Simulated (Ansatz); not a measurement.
# GaAs (F-43m) in Ansatz: further runs, part 2 of 2

Ansatz 0.2.0. Earlier steps stand in the parts before.

## Step 4: Relaxation of cell and atoms, BLYP+D4

Contents of input.yaml:

```yaml
crystal:
  lattice:
    - [0.0, 2.82685, 2.82685]
    - [2.82685, 0.0, 2.82685]
    - [2.82685, 2.82685, 0.0]
  atoms:
    - { symbol: As, position: [0.75, 0.75, 0.75] }
    - { symbol: Ga, position: [0.0, 0.0, 0.0] }
hamiltonian:
  xc: blyp
  pseudopotentials: { kind: paw }
  dispersion: d4
kpoints:
  mp_grid: { grid: [8, 8, 8] }
scf:
  occupations: { method: fermi_dirac, width: 0.05 }
output:
  forces: true
  stress: true
relax:
  f_tol: 0.01
  max_steps: 40
  cell: { stress_tol: 0.05 }
```

Potentials or basis: Ansatz PAW.

Launch:

```sh
> ansatz run input.yaml --threads 2 --pin off --max-ram 5120MiB --backend cpu --events-out ev --progress --plain --runs-dir out
```

The program printed:

```text
Warning: RAYON_NUM_THREADS=2 ignored (pool sized by the plan → 2); use --threads N
Engine: ansatz 0.2.0, x86_64-unknown-linux-gnu
Pseudopotentials: kind: paw
Pseudopotential: As, paw, valence charge 15, recommended cutoff 420 eV (normal), As.paw.azcp
Pseudopotential: Ga, paw, valence charge 13, recommended cutoff 420 eV (normal), Ga.paw.azcp
Functional definition: BLYP
  parameter beta = 0.0042
  parameter a = 0.04918
  parameter b = 0.132
  parameter c = 0.2533
  parameter d = 0.349
  exchange = b88_x(beta = beta)
  correlation = lyp_c(a = a, b = b, c = c, d = d)
Crystal: 2 atoms, lattice volume = 45.179 Å³
Basis set: ecut = 420 eV, 893 PW (Γ), exchange–correlation on 54×54×54 points (8 copies of the dense FFT grid, shifted against one another)
Bands: 18, of which v1, the nominal top of the filled ones, is band 14 counted from 1 (13 counted from 0)
Symmetry: 24 space group operations
Space group: F-43m (ITA 216), of the structure as read, at distance tolerance 3.6e-5 Å
k-points: 29 of 512 (time reversal used)
Non-local potential: As, projectors of the file, l = 0: 2, l = 1: 2, l = 2: 3, l = 3: 1
Non-local potential: Ga, projectors of the file, l = 0: 2, l = 1: 2, l = 2: 3, l = 3: 1
PAW form: soft (Blöchl's): semilocal exchange-correlation on the pseudo side does not see the compensation charge
PAW frozen core: As, regenerated for the run's functional, and the local potential with it (the file was generated under x = pbe(κ = 0.804, μ = 0.2195149727645171), c = pbe(β = 0.06672455060314922))
PAW frozen core: Ga, regenerated for the run's functional, and the local potential with it (the file was generated under x = pbe(κ = 0.804, μ = 0.2195149727645171), c = pbe(β = 0.06672455060314922))
PAW one-centre angular grid: As, 590 points (default); XC on 64 Gauss nodes
PAW one-centre angular grid: Ga, 590 points (default); XC on 64 Gauss nodes
Initial density: superposition of atomic densities (neutral atoms: chi_scale 0, normalization atom), corrected by the library's trained network
Initial wavefunctions: pseudopotential atomic-orbital guess
Functional: x = b88, c = lyp
SCF iter   1: F=—  HF=-8661.890591 eV  |F-HF|=—  |Δ(HF+E_count)|=         —  Δρ=4.98e-3  dr2=9.35e-3  ethr=1.77e-3  ⟨swp⟩=5.9  Hψ=2536  notcnv=0
preconditioner: auto → none  [insulator: Δε(μ)=0.349 eV  Ē_g=15.634 eV  σ=0.050 eV  W_gap=0.93  n_scr=14 (ndim 8)  ℏωp=23.4 eV  f_vac=0.086  D(μ)=0.01/eV (n_scr^D=0)  ε∞_Penn≈3.2]
SCF iter   2: F=—  HF=-8661.886905 eV  |F-HF|=—  |Δ(HF+E_count)|=   3.69e-3  Δρ=2.54e-3  dr2=1.18e-3  ethr=3.34e-5  ⟨swp⟩=2.5  Hψ=1037  notcnv=0
SCF iter   3: F=—  HF=-8661.886677 eV  |F-HF|=—  |Δ(HF+E_count)|=   2.27e-4  Δρ=6.32e-4  dr2=1.42e-4  ethr=4.22e-6  ⟨swp⟩=2.0  Hψ=849  notcnv=0
SCF iter   4: F=—  HF=-8661.886522 eV  |F-HF|=—  |Δ(HF+E_count)|=   1.56e-4  Δρ=2.16e-4  dr2=1.04e-5  ethr=5.08e-7  ⟨swp⟩=2.0  Hψ=928  notcnv=0
SCF iter   5: F=—  HF=-8661.886522 eV  |F-HF|=—  |Δ(HF+E_count)|=   3.91e-7  Δρ=6.06e-5  dr2=2.17e-6  ethr=3.72e-8  ⟨swp⟩=2.0  Hψ=928  notcnv=0
SCF iter   6: F=—  HF=-8661.886521 eV  |F-HF|=—  |Δ(HF+E_count)|=   7.71e-7  Δρ=2.71e-5  dr2=1.66e-7  ethr=7.77e-9  ⟨swp⟩=2.0  Hψ=928  notcnv=0
SCF iter   7: F=-8661.886521 eV  HF=-8661.886521 eV  |F-HF|=1.67e-9  |Δ(HF+E_count)|=   1.42e-7  Δρ=2.87e-6  dr2=1.34e-9  ethr=3.57e-10  ⟨swp⟩=4.0  Hψ=1864  notcnv=0
SCF 1 converged in 7 iterations: F = -8661.886521 eV  dr2 = 1.34e-9
relax step   1: F+E_penalty+E_count = -8661.88652116 eV  Δ(F+E_penalty+E_count) = +0.000e0 eV  max|allowed force component| = 1.399e-16 eV/Å  Δτ_max = 0.0000 Å  P = +0.772 GPa  Ω = 45.179 Å³  (7 SCF iters, dr2 threshold 1.00e-7 eV, accepted)
Crystal: 2 atoms, lattice volume = 45.589 Å³
Initial density: handed on by an earlier stage of this run
Initial wavefunctions: those handed on with the density
iter 1 solved again at ethr=3.84e-7 eV; its pass at ethr=3.10e-3 eV (dr2=1.08e-4 eV) is discarded
SCF iter   1: F=—  HF=-8661.887638 eV  |F-HF|=—  |Δ(HF+E_count)|=         —  Δρ=3.94e-4  dr2=9.94e-5  ethr=3.84e-7  ⟨swp⟩=2.0  Hψ=2860  notcnv=0
preconditioner: auto → none  [insulator: Δε(μ)=0.283 eV  Ē_g=15.546 eV  σ=0.050 eV  W_gap=0.87  n_scr=14 (ndim 8)  ℏωp=23.3 eV  f_vac=0.100  D(μ)=0.01/eV (n_scr^D=0)  ε∞_Penn≈3.3]
SCF iter   2: F=—  HF=-8661.887615 eV  |F-HF|=—  |Δ(HF+E_count)|=   2.26e-5  Δρ=1.77e-4  dr2=1.49e-5  ethr=3.55e-7  ⟨swp⟩=2.0  Hψ=603  notcnv=0
SCF iter   3: F=—  HF=-8661.887614 eV  |F-HF|=—  |Δ(HF+E_count)|=   1.12e-6  Δρ=4.24e-5  dr2=9.59e-7  ethr=5.32e-8  ⟨swp⟩=2.5  Hψ=959  notcnv=0
SCF iter   4: F=-8661.887614 eV  HF=-8661.887614 eV  |F-HF|=8.62e-10  |Δ(HF+E_count)|=   2.94e-7  Δρ=1.58e-5  dr2=5.12e-8  ethr=7.14e-10  ⟨swp⟩=4.5  Hψ=1914  notcnv=0
SCF 2 converged in 4 iterations: F = -8661.887614 eV  dr2 = 5.12e-8
relax step   2: F+E_penalty+E_count = -8661.88761403 eV  Δ(F+E_penalty+E_count) = -1.093e-3 eV  max|allowed force component| = 4.684e-17 eV/Å  Δτ_max = 0.0000 Å  P = +0.152 GPa  Ω = 45.589 Å³  energy of the carried Pulay correction = -8.238e-5 eV  (4 SCF iters, dr2 threshold 2.00e-7 eV, accepted)
Crystal: 2 atoms, lattice volume = 45.691 Å³
iter 1 solved again at ethr=2.32e-8 eV; its pass at ethr=3.10e-3 eV (dr2=6.51e-6 eV) is discarded
SCF iter   1: F=—  HF=-8661.887645 eV  |F-HF|=—  |Δ(HF+E_count)|=         —  Δρ=1.02e-4  dr2=6.13e-6  ethr=2.32e-8  ⟨swp⟩=2.0  Hψ=2852  notcnv=0
preconditioner: auto → none  [insulator: Δε(μ)=0.266 eV  Ē_g=15.537 eV  σ=0.050 eV  W_gap=0.85  n_scr=14 (ndim 8)  ℏωp=23.3 eV  f_vac=0.099  D(μ)=0.02/eV (n_scr^D=0)  ε∞_Penn≈3.3]
SCF iter   2: F=—  HF=-8661.887643 eV  |F-HF|=—  |Δ(HF+E_count)|=   1.80e-6  Δρ=4.76e-5  dr2=1.00e-6  ethr=2.19e-8  ⟨swp⟩=2.0  Hψ=578  notcnv=0
SCF iter   3: F=-8661.887643 eV  HF=-8661.887643 eV  |F-HF|=4.80e-8  |Δ(HF+E_count)|=   1.49e-8  Δρ=1.17e-5  dr2=4.99e-8  ethr=2.06e-10  ⟨swp⟩=3.0  Hψ=2220  notcnv=0
SCF 3 converged in 3 iterations: F = -8661.887643 eV  dr2 = 4.99e-8
relax step   3: F+E_penalty+E_count = -8661.88764316 eV  Δ(F+E_penalty+E_count) = -2.913e-5 eV  max|allowed force component| = 4.221e-17 eV/Å  Δτ_max = 0.0000 Å  P = +0.004 GPa  Ω = 45.691 Å³  energy of the carried Pulay correction = -1.027e-4 eV  (3 SCF iters, dr2 threshold 5.76e-8 eV, accepted)
Initial wavefunctions: pseudopotential atomic-orbital guess (no wavefunctions were taken with the density)
iter 1 solved again at ethr=3.04e-7 eV; its pass at ethr=3.10e-3 eV (dr2=8.50e-5 eV) is discarded
SCF iter   1: F=—  HF=-8661.887744 eV  |F-HF|=—  |Δ(HF+E_count)|=         —  Δρ=1.16e-5  dr2=4.58e-8  ethr=3.04e-7  ⟨swp⟩=2.6  Hψ=3632  notcnv=0
eigensolver tolerance schedule: the retry pair's looser diagonalisation over-reported the residual by 1852.66 of it (diagonalisation noise at 0.22 of the residual, at the tolerance the schedule requests for it); recorded, not acted on — ethr = c·dr2/N_el stays at c = 1.0e-1
preconditioner: auto → none  [insulator: Δε(μ)=0.265 eV  Ē_g=15.537 eV  σ=0.050 eV  W_gap=0.85  n_scr=14 (ndim 8)  ℏωp=23.3 eV  f_vac=0.097  D(μ)=0.02/eV (n_scr^D=0)  ε∞_Penn≈3.3]
SCF iter   2: F=—  HF=-8661.887741 eV  |F-HF|=—  |Δ(HF+E_count)|=   2.48e-6  Δρ=9.24e-6  dr2=2.28e-8  ethr=1.64e-10  ⟨swp⟩=2.0  Hψ=929  notcnv=0
SCF iter   3: F=—  HF=-8661.887741 eV  |F-HF|=—  |Δ(HF+E_count)|=  1.67e-10  Δρ=2.99e-6  dr2=2.20e-9  ethr=8.13e-11  ⟨swp⟩=2.0  Hψ=723  notcnv=0
SCF iter   4: F=—  HF=-8661.887741 eV  |F-HF|=—  |Δ(HF+E_count)|=   1.10e-9  Δρ=9.99e-7  dr2=5.61e-10  ethr=7.87e-12  ⟨swp⟩=2.0  Hψ=783  notcnv=0
SCF iter   5: F=-8661.887741 eV  HF=-8661.887741 eV  |F-HF|=3.64e-12  |Δ(HF+E_count)|=  2.80e-10  Δρ=1.66e-7  dr2=1.05e-11  ethr=1.00e-12  ⟨swp⟩=4.0  Hψ=2709  notcnv=0
SCF 4 converged in 5 iterations: F = -8661.887741 eV  dr2 = 1.05e-11
relax step   4: F+E_penalty+E_count = -8661.88774146 eV  Δ(F+E_penalty+E_count) = -9.830e-5 eV  max|allowed force component| = 4.221e-17 eV/Å  Δτ_max = 0.0000 Å  P = +0.004 GPa  Ω = 45.691 Å³  stress off target by 4.34e-3 GPa  SCF on the basis re-selected at this cell (its energy is not comparable with the rows above)  (5 SCF iters)
basis re-selected at this cell: Δ(F+E_penalty+E_count) = -9.830e-5 eV, ΔP = +0.000 GPa vs the last step (what re-selecting the basis moved, of the pressure what is left beyond the Pulay correction that the steps carried, after the strain that the cell walked since its last selection, with what the two solves' SCF thresholds leave and, on support functions, any second-order correction that the steps lacked; it is no measure of the basis error at this ecutwfc). This SCF's stress stands 4.34e-3 GPa from its target on what of the cell is left free (relax.cell.stress_tol is 5.00e-2 GPa) and its largest allowed force component is 4.22e-17 eV/Å (relax.f_tol is 1.00e-2 eV/Å): within both
SCF converged after 5 iterations
Free energy (F): -8661.887741 eV
Harris-Foulkes:  -8661.887741 eV  (|F-HF|=3.64e-12)
Internal energy: -8661.887566 eV  (E = F + TS)
E sigma→0 (E₀):  -8661.887654 eV
Entropy (-TS):   -0.000176 eV (-0.088 meV/atom)
Fermi energy:    8.593747 eV
--- Per-component energies (eV) ---
  E_band       = -305.788923
  E_kinetic    = 220.728146
  E_local      = -3930.275137  (includes V_loc(G=0)·N_el)
  E_nonlocal   = -252.793489
  E_hartree    = 1984.381526
  E_xc         = -146.559310
  E_vxc        = -134.365554  (∫ρ·V_xc dr)
  E_paw        = -3847.394316  (= ΣΔE_a)
  E_vpaw       = -177.845940  (= ΣTr[D̂ρ^β])
  E_aug_tail   = -0.000133  (compensation charges beyond the density's cutoff)
  E_ewald      = -2688.610940
  E_disp       = -1.575669  (pairwise vdW)
  E_core_change = 0.211756  (= ΣΔE_core)
  E_smearing   = -0.000176  (= −TS)
  E_closure    = -0.000000  (closes the sum)
  Σ components = -8661.887741   (vs F -8661.887741, Δ=0.00e0)
--- Forces (eV/Å), atoms counted from 1 ---
  atom   1  As     0.00000000     0.00000000     0.00000000
  atom   2  Ga    -0.00000000    -0.00000000     0.00000000
  max |Σ_I F_I| component: 8.21e-17 eV/Å
--- Stress (GPa, compression-positive) ---
        0.004341      -0.000000      -0.000000
       -0.000000       0.004341       0.000000
       -0.000000       0.000000       0.004341
  P = ⅓ Tr σ = 0.0043 GPa (0.043 kbar)
--- Relaxed structure (3 steps of the walk, 3 accepted, 1 SCFs on fresh bases) ---
  F+E_penalty+E_count = -8661.88774146 eV   max|allowed force component| = 4.221e-17 eV/Å   (the final SCF, on the basis selected at the relaxed cell)
  cell:  # Å, volume = 45.6911 Å³
    - [-1.885287652171368e-33, 2.8374870200460354, 2.8374870200460354]
    - [2.8374870200460354, 4.891557151579766e-33, 2.8374870200460354]
    - [2.8374870200460354, 2.8374870200460354, 4.6367885499349866e-33]
  atoms:
    - { symbol: As, position: [0.75, 0.75, 0.75] }
    - { symbol: Ga, position: [1.0719813208595404e-33, -9.264956070057133e-34, -8.903016001445172e-34] }
```

Run time: 1.5 s. Hardware: 2 threads of AMD EPYC 9R45 (Zen 5), shared host; peak memory 0.42 GiB.

Results:

```yaml
Free_energy: -8661.8877 eV
Relaxed_volume: 22.85 Å³/atom
Relaxed_cell: a = 4.013 Å, b = 4.013 Å, c = 4.013 Å, α = 60.00°, β = 60.00°, γ = 60.00°
Space_group_after_relaxing_to_0.05_Å: F-43m (No. 216)
Energy_gained_by_relaxing: 0.6 meV/atom
Ionic_steps: 4
Pressure_after_relaxing: 0.0 GPa
```

The path:
| step | energy change (eV) | largest force (eV/Å) | volume (Å³) |
| --- | --- | --- | --- |
| 1 | 0.0000 | 0.0000 | 45.18 |
| 2 | -0.0011 | 0.0000 | 45.59 |
| 3 | -0.0011 | 0.0000 | 45.69 |
| 4 | -0.0012 | 0.0000 | 45.69 |

Final structure:
```cif
data_structure
_symmetry_space_group_name_H-M 'P 1'
_symmetry_Int_Tables_number 1
_cell_length_a 4.0128
_cell_length_b 4.0128
_cell_length_c 4.0128
_cell_angle_alpha 60.000
_cell_angle_beta 60.000
_cell_angle_gamma 60.000
_cell_volume 45.69
loop_
_atom_site_label
_atom_site_type_symbol
_atom_site_fract_x
_atom_site_fract_y
_atom_site_fract_z
_atom_site_occupancy
As1 As 0.75000 0.75000 0.75000 1
Ga1 Ga 0.00000 0.00000 0.00000 1
```

Caveat: the plane-wave basis is chosen anew once the cell has moved, so the energies of steps on either side of that aren't comparable; the PAW data sets come from PBE, with cores solved anew for the run's functional, which leaves a small shift of forces and pressure. Zero-point motion and thermal expansion aren't in these numbers.

## Step 5: Relaxation of cell and atoms, r2SCAN+rVV10

input.yaml, as its differences from that of step 4:

```diff
@@ -9,5 +9,5 @@
 hamiltonian:
-  xc: blyp
+  xc: r2scan
   pseudopotentials: { kind: paw }
-  dispersion: d4
+  dispersion: rvv10
 kpoints:
```

Launch:

```sh
> ansatz run input.yaml --threads 2 --pin off --max-ram 5120MiB --backend cpu --events-out ev --progress --plain --runs-dir out
```

Wall time 4.7 s (2 threads of AMD EPYC 9R45 (Zen 5), shared host); peak memory 0.64 GiB.

It converged, with:

| Property | Result |
| --- | --- |
| Free energy | -8653.3133 eV |
| Relaxed volume | 22.51 Å³/atom |
| Relaxed cell | a = 3.993 Å, b = 3.993 Å, c = 3.993 Å, α = 60.00°, β = 60.00°, γ = 60.00° |
| Space group after relaxing (to 0.05 Å) | F-43m (No. 216) |
| Energy gained by relaxing | 0.1 meV/atom |
| Ionic steps | 3 |
| Pressure after relaxing | 0.0 GPa |
| Band gap on the k mesh | 1.03 eV |

The path:
```
step  energy change (eV)  largest force (eV/Å)  volume (Å³)
   1              0.0000                0.0000        45.18
   2             -0.0002                0.0000        45.02
   3             -0.0002                0.0000        45.02
```

Final structure:
```
As Ga
1.0
     0.00000    2.82349    2.82349
     2.82349    0.00000    2.82349
     2.82349    2.82349    0.00000
As Ga
1 1
Direct
  0.75000 0.75000 0.75000
  0.00000 0.00000 0.00000
```

Caveat: the plane-wave basis is chosen anew once the cell has moved, so the energies of steps on either side of that aren't comparable; the PAW data sets come from PBE, with cores solved anew for the run's functional, which leaves a small shift of forces and pressure.

## Step 6: Summary

```csv
level,cutoff (eV),gap on the mesh (eV),pressure (GPa),relaxed volume (Å³/atom)
RPBE,420,-,0.0,24.45
revPBE+D3(BJ),420,0.62,0.0,22.55
BLYP+D4,420,-,0.0,22.85
r2SCAN+rVV10,500,1.03,0.0,22.51
```

Alike in all rows: task relaxation of cell and atoms; potentials or basis Ansatz PAW; no spin polarisation; cell relaxed; k mesh 8 × 8 × 8; smearing fermi-dirac 0.05 eV.

Caveats: the plane-wave basis is chosen anew once the cell has moved, so the energies of steps on either side of that aren't comparable; the PAW data sets come from PBE, with cores solved anew for the run's functional, which leaves a small shift of forces and pressure.

Total energies depend on the potentials used, so only differences within one code and one set of settings carry meaning.
